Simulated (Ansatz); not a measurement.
The parent structure is a 16-atom supercell of InN in the zinc blende structure (space group F-43m, No. 216; a = 4.999 Å) at its relaxed geometry.

Level of theory: plane-wave PAW DFT at the r2SCAN level (Ansatz, a program for electronic structure, 500 eV), no spin-orbit coupling.

Before the change:

Pressure: 0.0 GPa

Modification: one N atom is added in an open site, starting 2.04 Å from the nearest host atom, atoms relaxed at fixed cell, starting from a slightly rattled geometry.

Problem. What happens to the final site of the added atom, largest displacement of a host atom from its site in the perfect cell and pressure?

Solution. The final site of the added atom is 1 N at 1.33 Å and 3 In at 2.08–2.53 Å; the largest displacement of a host atom from its site in the perfect cell comes out as 0.66 Å; the pressure goes from zero to 8.6 GPa.

In so small a cell the defect repeats every few ångströms: this is an ordered compound, not a dilute defect. The mesh was chosen for an insulator and is coarse for the gapless case. The final runs are not spin-polarised. The defect cell is not spin-polarised. This is not the structure that InN has at room temperature and ambient pressure.
